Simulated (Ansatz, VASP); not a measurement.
Given: the input of a run of Ansatz 0.2.0 on Fe. 

Contents of input.yaml:

```yaml
crystal:
  lattice:
    - [-1.443, 1.443, 1.443]
    - [1.443, -1.443, 1.443]
    - [1.443, 1.443, -1.443]
  atoms:
    - { symbol: Fe, position: [0.0, 0.0, 0.0], spin: 3.0 }
hamiltonian:
  xc: lda
  pseudopotentials: { kind: paw }
magnetization:
  spin_polarized: true
kpoints:
  mp_grid: { grid: [13, 13, 13] }
scf:
  occupations: { method: fermi_dirac, width: 0.05 }
output:
  forces: true
  stress: true
relax:
  f_tol: 0.01
  max_steps: 40
  cell: { stress_tol: 0.05 }
```

Potentials or basis: Ansatz PAW.

The run is started by

```sh
$ ansatz run input.yaml --threads 2 --pin off --max-ram 5632MiB --backend cpu --events-out ev --progress --plain --runs-dir out
```

Question: Translate it to VASP 6.6.1. Potentials or basis there: LDA PAW files Fe, 600 eV.

Answer: As run (cutoffs and basis follow the program's own potentials, and thresholds, step limits or extra output files can differ):

File INCAR:

```
ALGO = Fast
EDIFF = 1E-6
EDIFFG = -0.005
ENCUT = 600
IBRION = 2
ISIF = 3
ISMEAR = -1
ISPIN = 2
LASPH = T
LCHARG = F
LMAXMIX = 4
LORBIT = 11
LREAL = F
LWAVE = F
MAGMOM = 3
NELM = 150
NSW = 40
PREC = Accurate
SIGMA = 0.05
```

The input KPOINTS:

```
k-points
0
Gamma
  13 13 13
```

The input POSCAR:

```
Fe
1.0
   -1.4430000000      1.4430000000      1.4430000000
    1.4430000000     -1.4430000000      1.4430000000
    1.4430000000      1.4430000000     -1.4430000000
Fe
1
Direct
    0.0000000000      0.0000000000      0.0000000000
```

Potentials or basis: VASP PAW LDA potentials, release 64 (Fe).

Command:

```bash
$ cat potpaw_LDA.64/Fe/POTCAR > POTCAR
$ mpirun -np 1 vasp_std > vasp.out
```

Both were run:

|  | Ansatz | VASP |
| --- | --- | --- |
| Relaxed volume | 10.41 Å³/atom | 10.38 Å³/atom |
| Relaxed cell | a = 2.382 Å, b = 2.382 Å, c = 2.382 Å, α = 109.47°, β = 109.47°, γ = 109.47° | a = 2.380 Å, b = 2.380 Å, c = 2.380 Å, α = 109.47°, β = 109.47°, γ = 109.47° |
| Space group after relaxing | Im-3m (No. 229) | Im-3m (No. 229) |
| Pressure after relaxing | 0.0 GPa | 0.0 GPa |
| Net moment | 2.00 μB per cell | 1.98 μB per cell |

Ansatz's pressure holds a Pulay term of +0.20 GPa for its cutoff of 420 eV, which the other run lacks.

The potentials hold 16 and 8 valence electrons a cell.

Ansatz's potentials were made for PBE.

Where Ansatz's input types no cutoff or centring, it takes its own default and a Γ-centred mesh.

The two programs' LDA may be different fits to the electron gas.

The magnetic state is the one that the start led to; the real crystal's order can differ.

Pressure is positive in compression.
